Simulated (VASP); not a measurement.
Input of a VASP 6.6.1 run:

INCAR

```
  PREC = Accurate
  ENCUT = 520
  EDIFF = 1E-6
  ISMEAR = 0
  SIGMA = 0.03
  LREAL = F
  LASPH = T
  NELM = 80
  ALGO = Fast
  ISIF = 2
  LWAVE = F
  LCHARG = F
  LDIPOL = T
  IDIPOL = 3
  DIPOL = 0.5 0.5 0.500
  GGA = PS
  NBANDS = 73
  LVHAR = T
  LVACPOTAV = T
  ICORELEVEL = 1
  LUSENCCL = F
```

Contents of KPOINTS:

```
Automatic mesh
0
Gamma
  9 6 1
```

POSCAR

```
TiO2
1.0
    2.9417410000      0.0000000000      0.0000000000
    0.0000000000      4.5927070000      0.0000000000
    0.0000000000      0.0000000000     25.9827698800
O Ti
10 5
Direct
    0.5000000000      0.1956750000      0.2886528300
    0.5000000000      0.8043250000      0.3578277400
    0.0000000000      0.3043250000      0.3770326900
    0.0000000000      0.6956750000      0.4462076000
    0.5000000000      0.1956750000      0.4654125400
    0.5000000000      0.8043250000      0.5345874600
    0.0000000000      0.3043250000      0.5537924000
    0.0000000000      0.6956750000      0.6229673100
    0.5000000000      0.1956750000      0.6421722600
    0.5000000000      0.8043250000      0.7113471700
    0.0000000000      0.0000000000      0.3232402800
    0.5000000000      0.5000000000      0.4116201400
    0.0000000000      0.0000000000      0.5000000000
    0.5000000000      0.5000000000      0.5883798600
    0.0000000000      0.0000000000      0.6767597200
```

Potentials or basis: VASP PAW PBE potentials, release 64 (O, Ti_sv).

Run with:

```bash
$ cat potpaw_PBE.64/O/POTCAR potpaw_PBE.64/Ti_sv/POTCAR > POTCAR
$ mpirun -np 1 vasp_std > vasp.out
```

**Question.** Predict the band gap on the k mesh.

**Answer.** 2.07 eV, indirect (least direct gap 2.10 eV).

**Question.** What does it give for the largest force?

**Answer.** 3.842 eV/Å.

**Question.** What does it give for the ionisation potential of the upper face?

**Answer.** 7.55 eV.

Core levels (eV, on the scale of the bands):
```csv
atom,levels
1 O,1s -506.1
2 O,1s -506.7
3 O,1s -506.9
4 O,1s -506.8
5 O,1s -506.7
6 O,1s -506.7
```

Caveat: the PAW data sets were made with another functional, which shifts forces and pressure a little.
